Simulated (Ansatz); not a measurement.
**BaTiO3 (Pm-3m), generalised stacking fault**

Method: Ansatz, DFT r2SCAN, scalar-relativistic, plane waves, PAW. Settings: plane waves to 500 eV, k-mesh 7×7×3 (Γ-centred), Gaussian smearing 0.05 eV. Spin–orbit coupling is left out, which matters for the heavy elements here. No spin polarisation. Energies are free energies at this smearing, counted from the undisturbed cell; pressure is positive in compression.

The starting cell (relaxed at this level; it needn't be the usual structure):

```xyz
15
Lattice="-3.9940 0.0000 0.0000 0.0000 -3.9940 0.0000 0.0000 0.0000 11.9823" Properties=species:S:1:pos:R:3 pbc="T T T"
Ba    0.0000    0.0000   10.9836
Ba    0.0000    0.0000    2.9954
Ba    0.0000    0.0000    6.9895
Ti   -1.9970   -1.9970    0.9983
Ti   -1.9970   -1.9970    4.9924
Ti   -1.9970   -1.9970    8.9865
O    -1.9970   -1.9970    2.9954
O    -1.9970   -1.9970    6.9895
O    -1.9970   -1.9970   10.9836
O    -1.9970    0.0000    0.9983
O    -1.9970    0.0000    4.9924
O    -1.9970    0.0000    8.9865
O     0.0000   -1.9970    0.9983
O     0.0000   -1.9970    4.9924
O     0.0000   -1.9970    8.9865
```

The cut lies on the cell's a–b face, a (0 0 1) plane (indices in the standard cell, whose axes needn't be the Cartesian ones shown) of area 15.95 Å², between layers 2.00 Å apart. Vector c is tilted by f times 1·a − 1·b (length 5.648 Å) with the atoms' Cartesian places fixed: one unrelaxed fault a cell.

| f | γ (mJ/m²) | shear traction, the slope of γ along the slip (GPa) | gap on the mesh (eV) |
| --- | --- | --- | --- |
| 0.0000 | 0 | 0.0 | 2.23 |
| 0.0833 | 656 | 27.3 | 2.02 |
| 0.1667 | 2409 | 44.0 | 1.57 |
| 0.2500 | 4529 | ? | ? |
| 0.3333 | 6685 | 47.4 | 0.81 |
| 0.5000 | 9786 | 0.0 | 0.67 |

By symmetry 0.6667 repeats 0.3333, 0.8333 repeats 0.1667 in energy, with the opposite slope along the path.

**Question.** Give the withheld values.

**Answer.** shear traction, the slope of γ along the slip (GPa) at f = 0.2500: 44.9; gap on the mesh (eV) at f = 0.2500: 1.09.

Cost: 6 runs of about 15 core-minutes in all, on Arm Neoverse V1 (shared hosts).